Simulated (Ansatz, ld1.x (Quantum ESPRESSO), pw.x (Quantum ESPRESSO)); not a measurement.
# What a changed setting does to a pw.x run (sc Cl)

Potential: norm-conserving Troullier–Martins (Kleinman–Bylander form), ld1.x (Quantum ESPRESSO) 7.5, PBE; core [Ne], reference 3s1.75 3p5.25; waves: 3s (bound): rc 1.25 bohr; 3p (bound): rc 1.55 bohr; 3d channel at 0.1 Ry: rc 1.55 bohr; local part: all-electron potential smoothed inside 1.35 bohr (lloc = -1); core correction: none.

The reference run (k-mesh 11³, cutoffs 85/340 Ry, Fermi–Dirac 0.01 Ry, mixing_beta 0.4, conv_thr 1e-9, no spin) gives -0.21 GPa at 23.789 Å³/atom, where all-electron LAPW gives -0.05 GPa. This run, with its own iteration cap, changes nspin = 2 with starting_magnetization to 0.5.

```
&control
  calculation='scf', prefix='x', pseudo_dir='./', outdir='./tmp', tstress=.true., disk_io='none'
/
&system
  ibrav=0, nat=1, ntyp=1, ecutwfc=85, ecutrho=340, nbnd=11,
  occupations='smearing', smearing='fd', degauss=0.01, nspin=2, starting_magnetization(1)=0.5
/
&electrons
  conv_thr=1e-09, mixing_beta=0.4, electron_maxstep=60
/
ATOMIC_SPECIES
Cl 1.0 Cl.UPF
CELL_PARAMETERS angstrom
  2.87602106 0.00000000 0.00000000
  0.00000000 2.87602106 0.00000000
  0.00000000 0.00000000 2.87602106
ATOMIC_POSITIONS crystal
Cl 0.0000 0.0000 0.0000
K_POINTS automatic
11 11 11 0 0 0
```

```bash
pw.x < Cl.scf.in > Cl.scf.out
```

**Question.** How does the run end?

**Answer.** It converges in 13 iterations; the free energy moves by +0.0 meV/atom and the pressure by +0.00 GPa. The result is that of the reference run.

```
Message from routine setup:
     using ibrav=0 with symmetry is DISCOURAGED, use correct ibrav instead
     lattice parameter (alat)  =       5.4349  a.u.
     unit-cell volume          =     160.5361 (a.u.)^3
     number of electrons       =         7.00
     number of Kohn-Sham states=           11
     kinetic-energy cutoff     =      85.0000  Ry
     charge density cutoff     =     340.0000  Ry
     scf convergence threshold =      1.0E-09
     Exchange-correlation= PBE
     atomic species   magnetization
     number of k points=    56  Fermi-Dirac smearing, width (Ry)=  0.0100
     iteration #  1     ecut=    85.00 Ry     beta= 0.40
     total energy              =     -29.87838436 Ry
     estimated scf accuracy    <       0.03108987 Ry
     total magnetization       =     1.00 Bohr mag/cell
     absolute magnetization    =     1.03 Bohr mag/cell
     iteration #  2     ecut=    85.00 Ry     beta= 0.40
     total energy              =     -29.91625397 Ry
     estimated scf accuracy    <       0.01148227 Ry
     total magnetization       =     1.00 Bohr mag/cell
     absolute magnetization    =     1.02 Bohr mag/cell
     iteration #  3     ecut=    85.00 Ry     beta= 0.40
     total energy              =     -29.91094431 Ry
     estimated scf accuracy    <       0.00093041 Ry
     total magnetization       =     0.70 Bohr mag/cell
     absolute magnetization    =     0.70 Bohr mag/cell
     iteration #  4     ecut=    85.00 Ry     beta= 0.40
     total energy              =     -29.91897985 Ry
     estimated scf accuracy    <       0.00266054 Ry
     total magnetization       =     0.90 Bohr mag/cell
     absolute magnetization    =     0.91 Bohr mag/cell
     iteration #  5     ecut=    85.00 Ry     beta= 0.40
     total energy              =     -29.92383713 Ry
     estimated scf accuracy    <       0.00044725 Ry
     total magnetization       =     0.58 Bohr mag/cell
     absolute magnetization    =     0.59 Bohr mag/cell
     iteration #  6     ecut=    85.00 Ry     beta= 0.40
     total energy              =     -29.92579411 Ry
     estimated scf accuracy    <       0.00009192 Ry
     total magnetization       =     0.35 Bohr mag/cell
     absolute magnetization    =     0.35 Bohr mag/cell
     iteration #  7     ecut=    85.00 Ry     beta= 0.40
     total energy              =     -29.92599265 Ry
     estimated scf accuracy    <       0.00003320 Ry
     total magnetization       =     0.23 Bohr mag/cell
     absolute magnetization    =     0.23 Bohr mag/cell
     iteration #  8     ecut=    85.00 Ry     beta= 0.40
     total energy              =     -29.92628489 Ry
     estimated scf accuracy    <       0.00000388 Ry
     total magnetization       =     0.09 Bohr mag/cell
     absolute magnetization    =     0.09 Bohr mag/cell
     iteration #  9     ecut=    85.00 Ry     beta= 0.40
     total energy              =     -29.92658646 Ry
     estimated scf accuracy    <       0.00000015 Ry
     total magnetization       =    -0.01 Bohr mag/cell
     absolute magnetization    =     0.01 Bohr mag/cell
     iteration # 10     ecut=    85.00 Ry     beta= 0.40
     total energy              =     -29.92658622 Ry
     estimated scf accuracy    <          7.1E-09 Ry
     total magnetization       =    -0.00 Bohr mag/cell
     absolute magnetization    =     0.00 Bohr mag/cell
     iteration # 11     ecut=    85.00 Ry     beta= 0.40
     total energy              =     -29.92658463 Ry
     estimated scf accuracy    <       0.00000005 Ry
     total magnetization       =    -0.01 Bohr mag/cell
     absolute magnetization    =     0.01 Bohr mag/cell
     iteration # 12     ecut=    85.00 Ry     beta= 0.40
     total energy              =     -29.92658953 Ry
     estimated scf accuracy    <          2.8E-09 Ry
     total magnetization       =     0.00 Bohr mag/cell
     absolute magnetization    =     0.00 Bohr mag/cell
     iteration # 13     ecut=    85.00 Ry     beta= 0.40
     the Fermi energy is     2.4827 ev
!    total energy              =     -29.92658960 Ry
     estimated scf accuracy    <          3.8E-10 Ry
     smearing contrib. (-TS)   =      -0.00621280 Ry
     The total energy is F=E-TS. E is the sum of the following terms:
     one-electron contribution =      -3.03428986 Ry
     hartree contribution      =       4.38035893 Ry
     xc contribution           =      -5.68588730 Ry
     ewald contribution        =     -25.58055857 Ry
     total magnetization       =     0.00 Bohr mag/cell
     absolute magnetization    =     0.00 Bohr mag/cell
     convergence has been achieved in  13 iterations
          total   stress  (Ry/bohr**3)                   (kbar)     P=       -2.13
     Message from routine punch:
     Nothing written, as per user request (disk_io='none')
```

The run took about 18 s on one core of a shared host (Intel(R) Xeon(R) 6975P-C, 192 threads, 1512 GiB, load 53).
